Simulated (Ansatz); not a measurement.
# MgO: input, output and frames of a trajectory

Computed with DFT PBE, scalar-relativistic, plane waves, PAW (Ansatz). Cutoff 420 eV, shifted (0.5, 0.5, 0.5 steps) 2×2×2 k-points, Fermi–Dirac smearing of 0.1 eV. The mesh is coarse. No spin polarisation.

16 atoms, starting at 1.04 times the perfect crystal's volume (space group Fm-3m, the cell as given, not relaxed at this level); Langevin thermostat at 1200 K (friction 0.05 fs⁻¹), fixed cell; 128 steps of 4 fs. The run is short and not equilibrated. The time step is on the long side.

The calculation finished and met its thresholds.

Time: 2.8 min on 4 threads of Arm Neoverse V1, with other jobs on the host, peak memory 0.55 GiB.

Command:
```bash
ansatz run input.yaml --threads 4 --pin off --max-ram 5120MiB --backend cpu --events-out ev --progress --plain --runs-dir out
```

Input:
```yaml
crystal:
  lattice:
    - [4.3264946021, 0.0, 4.3264946021]
    - [0.0, -4.3264946021, 4.3264946021]
    - [4.3264946021, -4.3264946021, 0.0]
  atoms:
    - { symbol: Mg, position: [0.0, 0.0, 0.5] }
    - { symbol: Mg, position: [0.0, 0.5, 0.5] }
    - { symbol: Mg, position: [0.5, 0.0, 0.5] }
    - { symbol: Mg, position: [0.5, 0.5, 0.5] }
    - { symbol: Mg, position: [0.0, 0.0, 0.0] }
    - { symbol: Mg, position: [0.0, 0.5, 0.0] }
    - { symbol: Mg, position: [0.5, 0.0, 0.0] }
    - { symbol: Mg, position: [0.5, 0.5, 0.0] }
    - { symbol: O, position: [0.75, 0.75, 0.25] }
    - { symbol: O, position: [0.75, 0.25, 0.25] }
    - { symbol: O, position: [0.25, 0.75, 0.25] }
    - { symbol: O, position: [0.25, 0.25, 0.25] }
    - { symbol: O, position: [0.75, 0.75, 0.75] }
    - { symbol: O, position: [0.75, 0.25, 0.75] }
    - { symbol: O, position: [0.25, 0.75, 0.75] }
    - { symbol: O, position: [0.25, 0.25, 0.75] }
basis:
  ecutwfc: 420
kpoints:
  mp_grid: { grid: [2, 2, 2], shift: [0.5, 0.5, 0.5] }
hamiltonian:
  xc: pbe
scf:
  occupations: { method: fermi_dirac, width: 0.1034 }
  lower_state_search: "off"
  convergence: { dr2_threshold: 1.0e-07 }
output:
  forces: true
  stress: true
md:
  timestep: 4.0
  n_steps: 128
  ensemble: nvt_langevin
  temperature: 1200.0
  initial_velocities: maxwell_boltzmann
  seed: 73576
  friction: 0.05
```

Output (its end):
```
...
SCF 129 converged in 6 iterations: F = -19950.074176 eV  dr2 = 8.12e-8
md step   128: t =   512.00 fs T =  1753.4 K  F+E_penalty+E_count = -19950.07417567 eV  E_kin = 3.626370 eV  P_inst = 2.9546 GPa (6 SCF iters)
SCF converged after 6 iterations
Free energy (F): -19950.074176 eV
Harris-Foulkes:  -19950.074176 eV  (|F-HF|=4.00e-8)
Internal energy: -19950.074176 eV  (E = F + TS)
E sigma→0 (E₀):  -19950.074176 eV
Fermi energy:    9.762243 eV
--- Per-component energies (eV) ---
  E_band       = -2472.880135
  E_kinetic    = 2035.336380
  E_local      = -13447.024440  (includes V_loc(G=0)·N_el)
  E_nonlocal   = 1142.767736
  E_hartree    = 4685.754678
  E_xc         = -838.282692
  E_vxc        = -1073.897991  (∫ρ·V_xc dr)
  E_paw        = -3600.483460  (= ΣΔE_a)
  E_vpaw       = -501.592165  (= ΣTr[D̂ρ^β])
  E_aug_tail   = 0.019672  (compensation charges beyond the density's cutoff)
  E_ewald      = -9928.162049
  E_smearing   = -0.000000  (= −TS)
  E_closure    = 0.000000  (closes the sum)
  Σ components = -19950.074176   (vs F -19950.074176, Δ=0.00e0)
--- Forces (eV/Å), atoms counted from 1 ---
  atom   1  Mg    -1.16067045     0.49544668     1.15699010
  atom   2  Mg    -1.82632040     0.04233085     0.76124644
  atom   3  Mg     0.28260217     2.75642774    -0.42545131
  atom   4  Mg     0.50342620    -0.14977528     2.22710558
  atom   5  Mg     0.51729909    -0.73707011     1.28344975
  atom   6  Mg     1.23558548    -0.98844857    -2.87341552
  atom   7  Mg     3.46234461    -0.99894279     0.02201706
  atom   8  Mg    -0.45137280     0.33669293    -0.42684245
  atom   9  O     -0.19275212    -0.16294099    -2.20323522
  atom  10  O      0.39186636     0.01119104     0.09415025
  atom  11  O     -2.05601121     1.09954512    -0.25682620
  atom  12  O      0.69319004    -0.83541355    -0.39379732
  atom  13  O      1.13093887    -0.86942437    -0.94853430
  atom  14  O     -1.95846697     0.73094384    -0.59088436
  atom  15  O     -0.04672176    -0.57707616     2.08846596
  atom  16  O     -0.52493347    -0.15350411     0.48562852
  max |Σ_I F_I| component: 6.70e-5 eV/Å
--- Stress (GPa, compression-positive) ---
        1.709012       0.882000      -0.771138
        0.882000      -3.458184      -0.386542
       -0.771137      -0.386541       3.438913
  P = ⅓ Tr σ = 0.5632 GPa (5.632 kbar)
--- MD trajectory: 128 steps, t = 0.0 → 512.0 fs ---
  final state: T = 1753.4 K   F+E_penalty+E_count = -19950.07417567 eV   E_kin = 3.626370 eV
```

Frames along the run (Å, eV/Å; dE is the potential energy from the first frame):

```xyz
16
Lattice="4.326 0.000 4.326 0.000 -4.326 4.326 4.326 -4.326 0.000" Properties=species:S:1:pos:R:3:forces:R:3 pbc="T T T" time_fs=0.00 dE_eV=0.0000 T_K=1125
Mg    2.163   -2.163    0.000    0.000    0.000    0.000
Mg    2.163   -4.326    2.163    0.000    0.000    0.000
Mg    4.326   -2.163    2.163    0.000    0.000    0.000
Mg    4.326   -4.326    4.326    0.000    0.000    0.000
Mg    0.000    0.000    0.000    0.000    0.000    0.000
Mg    0.000   -2.163    2.163    0.000    0.000    0.000
Mg    2.163    0.000    2.163    0.000    0.000    0.000
Mg    2.163   -2.163    4.326    0.000    0.000    0.000
O     4.326   -4.326    6.490    0.000    0.000    0.000
O     4.326   -2.163    4.326    0.000    0.000    0.000
O     2.163   -4.326    4.326    0.000    0.000    0.000
O     2.163   -2.163    2.163    0.000    0.000    0.000
O     6.490   -6.490    6.490    0.000    0.000    0.000
O     6.490   -4.326    4.326    0.000    0.000    0.000
O     4.326   -6.490    4.326    0.000    0.000    0.000
O     4.326   -4.326    2.163    0.000    0.000    0.000
16
Lattice="4.326 0.000 4.326 0.000 -4.326 4.326 4.326 -4.326 0.000" Properties=species:S:1:pos:R:3:forces:R:3 pbc="T T T" time_fs=40.00 dE_eV=1.9890 T_K=775
Mg    1.862   -2.055    0.014    1.794    0.301   -0.688
Mg    2.184   -4.280    2.154   -0.231   -1.255    0.909
Mg    4.114   -2.064    2.067    0.565   -0.711    0.693
Mg    4.398   -4.183    4.359   -1.197   -1.663   -0.163
Mg   -0.274    0.120    0.131    1.996   -0.863   -0.799
Mg    0.048   -2.249    2.252   -0.453    0.492    0.266
Mg    2.088    0.047    2.284    0.169   -0.265   -1.319
Mg    2.065   -2.351    4.392    0.518    0.561    0.540
O     4.430   -4.502    6.667    0.009    1.446   -0.838
O     4.225   -2.203    4.423    0.542   -0.154   -0.243
O     2.122   -4.419    4.447    0.134    0.689   -0.121
O     2.128   -2.213    2.329   -0.704   -0.050   -0.947
O     6.771   -6.623    6.489   -2.415    0.695    0.288
O     6.492   -4.382    4.230   -1.691    0.519    1.680
O     4.213   -6.470    4.380    0.729   -0.074    0.083
O     4.256   -4.282    2.144    0.234    0.330    0.659
16
Lattice="4.326 0.000 4.326 0.000 -4.326 4.326 4.326 -4.326 0.000" Properties=species:S:1:pos:R:3:forces:R:3 pbc="T T T" time_fs=80.00 dE_eV=1.8478 T_K=1236
Mg    1.942   -2.175    0.118    1.100   -1.179    0.196
Mg    2.155   -4.411    2.204   -0.823   -1.662   -0.001
Mg    4.106   -2.256    2.302    1.547   -0.195   -0.136
Mg    4.175   -4.392    4.403    1.166   -0.450    0.584
Mg    0.052   -0.076    0.062   -0.777    0.439    0.930
Mg    0.091   -2.050    2.305   -0.287   -1.012    0.552
Mg    2.311   -0.002    2.413   -1.490    0.271    0.396
Mg    2.054   -2.381    4.656    0.062    1.031   -0.516
O     4.236   -4.527    6.744    0.470    0.342   -0.469
O     4.200   -2.330    4.522   -0.011    0.836    0.353
O     2.097   -4.461    4.585    0.468    0.067   -0.383
O     2.201   -2.569    2.313   -1.333    2.832    0.371
O     6.448   -6.521    6.753    0.687    0.242   -0.686
O     6.298   -4.388    4.530    1.119   -0.491   -0.504
O     4.298   -6.564    4.516   -0.033   -0.095   -0.573
O     4.591   -4.325    2.306   -1.865   -0.976   -0.114
16
Lattice="4.326 0.000 4.326 0.000 -4.326 4.326 4.326 -4.326 0.000" Properties=species:S:1:pos:R:3:forces:R:3 pbc="T T T" time_fs=120.00 dE_eV=1.9026 T_K=1247
Mg    2.222   -2.315    0.117   -0.667    0.282    0.942
Mg    1.924   -4.492    2.285    1.003    0.314    1.415
Mg    4.214   -2.256    2.328   -0.723   -0.843    1.354
Mg    4.279   -4.388    4.635   -0.362    0.697   -0.729
Mg   -0.106   -0.314    0.256   -0.139    0.515    0.196
Mg    0.001   -2.101    2.435    0.097   -0.130   -0.498
Mg    2.140    0.028    2.277   -0.253   -0.726    0.484
Mg    1.960   -2.321    4.394    0.984    0.199    0.483
O     4.190   -4.583    6.877    0.406    0.697   -1.046
O     4.079   -2.305    4.534    0.837   -0.428   -0.206
O     1.942   -4.421    4.550    0.537    0.050   -0.278
O     1.918   -2.293    2.241    1.031   -0.119    0.908
O     6.792   -6.619    6.764   -3.100    0.220    0.088
O     6.447   -4.459    4.679   -0.300    0.158   -1.090
O     4.224   -6.396    4.732    0.762   -0.904   -1.422
O     4.355   -4.347    2.499   -0.113    0.018   -0.602
16
Lattice="4.326 0.000 4.326 0.000 -4.326 4.326 4.326 -4.326 0.000" Properties=species:S:1:pos:R:3:forces:R:3 pbc="T T T" time_fs=156.00 dE_eV=2.9789 T_K=1148
Mg    2.195   -2.435    0.208   -0.185    2.137   -0.338
Mg    1.871   -4.455    2.536    0.722    0.121   -0.892
Mg    4.328   -2.301    2.446   -0.778   -0.089   -0.361
Mg    4.258   -4.324    4.613    0.843   -0.790   -0.762
Mg   -0.133   -0.189    0.437   -1.383    0.485   -2.363
Mg    0.024   -2.083    2.345   -1.226   -0.792    0.541
Mg    2.293   -0.156    2.132   -1.835    0.254    3.052
Mg    2.001   -2.380    4.533   -0.428    1.092    0.533
O     4.162   -4.432    6.676    0.445   -0.455    0.227
O     4.046   -2.307    4.502    0.537    0.140    0.502
O     1.820   -4.713    4.698    1.549    0.682   -2.555
O     1.946   -2.352    2.607    1.026    0.672   -1.336
O     6.333   -6.520    6.531    0.416   -0.687    1.294
O     6.286   -4.201    4.806    0.057   -2.859   -1.017
O     4.180   -6.667    4.447    0.292    0.748    0.581
O     4.225   -4.331    2.273   -0.050   -0.659    2.893
16
Lattice="4.326 0.000 4.326 0.000 -4.326 4.326 4.326 -4.326 0.000" Properties=species:S:1:pos:R:3:forces:R:3 pbc="T T T" time_fs=196.00 dE_eV=1.5266 T_K=758
Mg    2.121   -2.168   -0.031    0.131   -0.536    1.435
Mg    1.934   -4.435    2.376    2.005    0.550    0.710
Mg    4.255   -2.250    2.469   -1.015   -1.770    0.004
Mg    4.362   -4.583    4.581   -1.461    1.107   -0.993
Mg   -0.221   -0.240    0.221    1.066    0.624    0.782
Mg    0.056   -2.406    2.390   -0.923    0.987   -0.361
Mg    2.060   -0.241    2.376   -0.487    0.243   -0.595
Mg    1.944   -2.221    4.711    1.066   -1.720   -1.720
O     4.195   -4.568    6.670    0.475    0.753    0.186
O     4.401   -2.275    4.565   -0.431   -0.044    0.299
O     2.178   -4.483    4.509   -0.894    0.113    0.637
O     2.026   -2.296    2.532    0.627   -0.363   -0.599
O     6.370   -6.601    6.647    0.088   -0.140    0.326
O     6.442   -4.532    4.462   -0.475    0.486    0.934
O     4.239   -6.691    4.493   -0.364   -0.168    0.531
O     4.176   -4.458    2.556    0.592   -0.124   -1.576
16
Lattice="4.326 0.000 4.326 0.000 -4.326 4.326 4.326 -4.326 0.000" Properties=species:S:1:pos:R:3:forces:R:3 pbc="T T T" time_fs=236.00 dE_eV=1.8492 T_K=1001
Mg    2.173   -2.320    0.202    1.256   -0.610    0.212
Mg    1.997   -4.498    2.581    1.337    0.055   -0.861
Mg    4.298   -2.211    2.522   -0.514   -1.432   -1.697
Mg    4.383   -4.228    4.573   -0.658   -2.316   -0.376
Mg   -0.137   -0.458    0.390   -0.710    3.891   -0.280
Mg    0.017   -2.390    2.357   -0.922    0.172    1.149
Mg    2.073   -0.194    2.328    0.142    0.160    1.612
Mg    1.875   -2.400    4.613    0.195    0.598   -0.127
O     4.328   -4.571    6.714   -0.509    0.345   -0.149
O     4.348   -2.290    4.498   -0.189   -0.792    0.814
O     2.187   -4.443    4.738   -0.216   -0.578   -1.813
O     2.035   -2.422    2.360    0.802    0.651    0.319
O     6.441   -6.673    6.730   -0.279    0.438   -0.248
O     6.372   -4.451    4.535    0.441   -0.904    0.006
O     4.245   -6.835    4.358   -0.118    0.447    1.413
O     4.256   -4.485    2.425   -0.058   -0.125    0.026
16
Lattice="4.326 0.000 4.326 0.000 -4.326 4.326 4.326 -4.326 0.000" Properties=species:S:1:pos:R:3:forces:R:3 pbc="T T T" time_fs=276.00 dE_eV=3.1167 T_K=1443
Mg    2.110   -2.464    0.366   -0.725    0.825   -1.071
Mg    2.084   -4.507    2.516    0.045   -0.363   -0.886
Mg    4.305   -2.230    2.265   -0.516   -0.410    3.192
Mg    4.210   -4.420    4.533   -0.828   -0.539    0.980
Mg   -0.231   -0.183    0.159    0.924   -1.007    2.356
Mg   -0.086   -2.308    2.503   -0.391   -0.889   -0.345
Mg    1.864   -0.313    2.542    1.645   -0.075   -0.456
Mg    2.090   -2.458    4.793    0.276   -1.188   -1.377
O     3.926   -4.487    7.003    1.243   -0.709   -2.607
O     4.189   -2.397    4.644    0.280    0.065   -0.031
O     2.044   -4.759    4.403   -0.159    1.028    1.689
O     2.042   -2.519    2.315   -0.442    0.791    1.088
O     6.495   -6.949    6.699   -1.112    1.126    1.805
O     6.145   -4.924    4.766    1.318    3.320   -0.285
O     4.259   -6.671    4.776   -0.841   -1.232   -2.873
O     4.252   -4.482    2.551   -0.716   -0.741   -1.177
16
Lattice="4.326 0.000 4.326 0.000 -4.326 4.326 4.326 -4.326 0.000" Properties=species:S:1:pos:R:3:forces:R:3 pbc="T T T" time_fs=316.00 dE_eV=2.5800 T_K=1122
Mg    2.120   -2.429    0.325   -1.410   -1.053   -0.645
Mg    2.144   -4.665    2.524   -0.191   -0.774   -0.812
Mg    4.058   -2.345    2.448    1.279   -0.512    1.171
Mg    4.139   -4.638    4.737    0.702    0.486   -0.287
Mg    0.030   -0.216    0.355   -1.457   -1.717   -0.270
Mg   -0.095   -2.665    2.512   -0.685    0.894   -0.892
Mg    1.863   -0.596    2.576    0.348    3.809    1.112
Mg    2.018   -2.624    4.816    0.476    2.039    0.441
O     4.007   -4.665    6.900    0.190   -0.171   -0.102
O     4.091   -2.444    4.836   -0.036   -0.993   -1.727
O     2.072   -4.590    4.603    0.043   -0.683   -0.027
O     1.981   -2.375    2.398    1.353   -3.606    0.088
O     6.148   -6.803    6.959    0.181   -0.352   -0.504
O     6.120   -4.734    4.867    0.938    0.461   -1.057
O     4.251   -6.838    4.471   -0.789   -0.091    2.080
O     4.230   -4.934    2.315   -0.943    2.263    1.428
16
Lattice="4.326 0.000 4.326 0.000 -4.326 4.326 4.326 -4.326 0.000" Properties=species:S:1:pos:R:3:forces:R:3 pbc="T T T" time_fs=356.00 dE_eV=2.2040 T_K=881
Mg    2.057   -2.565    0.416    0.061    0.204   -0.181
Mg    2.095   -4.676    2.488   -0.502    0.231   -0.293
Mg    4.256   -2.333    2.490   -0.329   -0.844   -0.298
Mg    4.297   -4.571    4.565   -0.745   -0.882    1.958
Mg   -0.016   -0.356    0.377   -0.905    0.420   -0.104
Mg   -0.529   -2.602    2.502    2.477   -0.088    0.411
Mg    1.894   -0.478    2.566   -0.166    0.594   -0.256
Mg    2.139   -2.616    4.430   -1.136    0.377    1.035
O     3.837   -4.665    6.886    2.427   -0.179   -0.233
O     4.209   -2.426    4.790   -0.739   -0.598   -0.645
O     2.066   -4.784    4.515   -0.729    0.959    0.729
O     1.900   -2.502    2.413    0.287   -0.524    1.101
O     6.242   -7.029    6.957   -0.642    1.218   -0.394
O     6.373   -4.731    4.732   -0.549   -0.265    0.288
O     4.185   -6.894    4.801    0.280    0.026   -0.993
O     4.069   -4.586    2.698    0.913   -0.649   -2.125
16
Lattice="4.326 0.000 4.326 0.000 -4.326 4.326 4.326 -4.326 0.000" Properties=species:S:1:pos:R:3:forces:R:3 pbc="T T T" time_fs=392.00 dE_eV=2.1651 T_K=1734
Mg    1.941   -2.741    0.220   -0.327    2.324    0.912
Mg    2.041   -4.608    2.543   -0.531   -0.571    0.154
Mg    4.351   -2.457    2.507   -0.700    0.573   -0.017
Mg    4.331   -4.678    4.594   -1.847   -0.301    0.667
Mg   -0.237   -0.134    0.369    0.537   -2.534   -0.171
Mg   -0.227   -2.657    2.561    0.479    0.276   -1.522
Mg    1.858   -0.481    2.393    0.786   -0.273   -0.431
Mg    1.985   -2.608    4.553    1.095    0.276    0.731
O     4.244   -4.727    6.717   -0.729   -0.496    0.674
O     4.055   -2.629    4.787    1.091    0.142   -1.792
O     1.820   -4.738    4.690    0.672   -0.045   -0.356
O     1.763   -2.538    2.523    1.574    0.057   -0.793
O     6.515   -6.714    6.737   -2.228   -1.053    1.183
O     6.299   -4.762    4.578    0.854    1.026   -0.460
O     4.311   -6.861    4.575   -1.758    0.722    0.795
O     4.049   -4.481    2.452    1.033   -0.122    0.426
16
Lattice="4.326 0.000 4.326 0.000 -4.326 4.326 4.326 -4.326 0.000" Properties=species:S:1:pos:R:3:forces:R:3 pbc="T T T" time_fs=432.00 dE_eV=2.1465 T_K=817
Mg    1.963   -2.368    0.344    0.732   -2.066   -0.584
Mg    1.929   -4.577    2.622    0.589   -0.681   -1.934
Mg    4.208   -2.513    2.668    0.730   -0.675   -2.284
Mg    4.067   -4.715    4.688    2.127   -0.613   -0.858
Mg   -0.165   -0.336    0.458   -0.971    1.654    0.301
Mg   -0.050   -2.536    2.509   -3.161    0.667    0.871
Mg    2.188   -0.419    2.372   -1.754    1.107    2.018
Mg    2.146   -2.484    4.719   -1.984    1.135    0.403
O     4.140   -4.815    6.672    0.781    1.503    1.072
O     4.127   -2.286    4.572    0.326   -1.230    1.404
O     2.016   -4.639    4.598   -0.432    0.171    0.872
O     1.756   -2.435    2.461    3.100   -0.472    0.064
O     6.364   -6.910    6.838    0.514    0.590   -0.148
O     6.353   -4.549    4.567    0.167   -0.471    0.838
O     4.235   -6.799    4.819   -0.432   -0.758   -0.831
O     4.104   -4.643    2.674   -0.332    0.140   -1.204
16
Lattice="4.326 0.000 4.326 0.000 -4.326 4.326 4.326 -4.326 0.000" Properties=species:S:1:pos:R:3:forces:R:3 pbc="T T T" time_fs=472.00 dE_eV=2.3772 T_K=1041
Mg    2.180   -2.412    0.462   -1.263    0.986   -0.162
Mg    1.801   -4.511    2.411    1.315   -0.171    1.486
Mg    4.381   -2.487    2.536   -0.876   -0.555    0.647
Mg    4.229   -4.720    4.573   -1.638    0.818    1.728
Mg   -0.142   -0.289    0.492    1.168   -0.133   -0.295
Mg   -0.200   -2.386    2.352    0.400    0.148    3.563
Mg    2.164   -0.213    2.735   -0.402   -0.858   -2.750
Mg    2.025   -2.358    4.656    0.066   -1.700   -0.130
O     4.202   -4.853    6.999   -0.021    1.075   -0.296
O     4.131   -2.453    4.898    0.013    0.005   -3.409
O     1.976   -4.604    4.930    0.127    0.057   -0.811
O     1.902   -2.436    2.558    0.696   -0.704   -0.023
O     6.430   -6.850    6.948   -0.782    0.952   -0.298
O     6.231   -4.590    4.606    1.079   -0.110    2.514
O     4.156   -6.751    4.613    0.679   -0.877    1.244
O     4.151   -4.646    2.730   -0.562    1.069   -3.008
16
Lattice="4.326 0.000 4.326 0.000 -4.326 4.326 4.326 -4.326 0.000" Properties=species:S:1:pos:R:3:forces:R:3 pbc="T T T" time_fs=512.00 dE_eV=2.8597 T_K=1753
Mg    2.176   -2.527    0.352   -1.161    0.495    1.157
Mg    2.117   -4.647    2.453   -1.826    0.042    0.761
Mg    4.068   -2.654    2.638    0.283    2.756   -0.425
Mg    4.217   -4.619    4.592    0.503   -0.150    2.227
Mg   -0.117   -0.358    0.222    0.517   -0.737    1.283
Mg   -0.253   -2.481    2.771    1.236   -0.988   -2.873
Mg    1.704   -0.265    2.475    3.462   -0.999    0.022
Mg    2.115   -2.520    4.768   -0.451    0.337   -0.427
O     4.381   -4.527    7.053   -0.193   -0.163   -2.203
O     4.160   -2.555    4.711    0.392    0.011    0.094
O     2.299   -4.774    4.802   -2.056    1.100   -0.257
O     1.986   -2.349    2.622    0.693   -0.835   -0.394
O     6.180   -6.778    7.001    1.131   -0.869   -0.949
O     6.597   -4.694    4.782   -1.958    0.731   -0.591
O     4.276   -6.705    4.624   -0.047   -0.577    2.088
O     4.148   -4.640    2.466   -0.525   -0.154    0.486
```